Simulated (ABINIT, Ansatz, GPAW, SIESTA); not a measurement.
# Se: programs and potentials compared

```
Se
1.0
     4.36620    0.00000    0.00000
    -2.18310    3.78124    0.00000
     0.00000    0.00000    4.95360
Se
3
Direct
  0.77894 0.77804 0.00263
  0.00918 0.23606 0.65783
  0.22781 0.00178 0.32738
```

Atoms were shifted at random by some hundredths of an Å from the given cell, which wasn't relaxed again for these runs.

Alike in all runs: task single point; functional PBEsol; k mesh 7 × 7 × 6; occupations fermi-dirac, width 0.05 eV; no spin polarisation; no spin-orbit coupling. Pressure is positive in compression and, in plane waves, holds the error of the finite cutoff, which Ansatz's Pulay term estimates and takes out.

| program and potentials | plane-wave cutoff (eV) | notes | pressure (GPa) | largest force (eV/Å) | energy over the undisturbed cell (meV/atom) |
| --- | --- | --- | --- | --- | --- |
| Ansatz, Ansatz PAW | 420 | potentials made for PBE, which Ansatz adapts in part; 16 valence electrons an atom on average | -0.04 | 0.558 | 4.05 |
| ABINIT, PseudoDojo NC SR PBEsol v0.4.1 standard | 1170 | 16 valence electrons an atom on average | -0.02 | 0.572 | - |
| Ansatz, all-electron LAPW, scalar-relativistic | - | - | -0.04 | 0.557 | - |
| GPAW, PAW data sets generated for this functional | 600 | 6 valence electrons an atom on average | 0.00 | 0.575 | 4.01 |
| SIESTA, files PseudoDojo sr-pbesol-0.4.1-standard, DZP (energy shift 0.003 Ry; two zetas on semicore shells) | - | atomic basis; 16 valence electrons an atom on average | 4.13 | 1.691 | -0.89 |

Force on atom 1 (Se), eV/Å:

| program and potentials | x | y | z |
| --- | --- | --- | --- |
| Ansatz, Ansatz PAW | -0.241 | -0.116 | -0.490 |
| ABINIT, PseudoDojo NC SR PBEsol v0.4.1 standard | -0.253 | -0.132 | -0.496 |
| Ansatz, all-electron LAPW, scalar-relativistic | -0.239 | -0.112 | -0.491 |
| GPAW, PAW data sets generated for this functional | -0.255 | -0.133 | -0.498 |
| SIESTA, files PseudoDojo sr-pbesol-0.4.1-standard, DZP (energy shift 0.003 Ry; two zetas on semicore shells) | -0.911 | -1.114 | -0.630 |

The pressure spans -0.04 (Ansatz, all-electron LAPW, scalar-relativistic) to 4.13 GPa (SIESTA, files PseudoDojo sr-pbesol-0.4.1-standard, DZP (energy shift 0.003 Ry; two zetas on semicore shells)), with all-electron results at -0.04. Rows in atomic bases carry the error of their basis and grid, which can be large.

The functional is the same throughout but for its coding, so the spread measures potentials, basis and numerics; runs on potential files found faulty are left out.
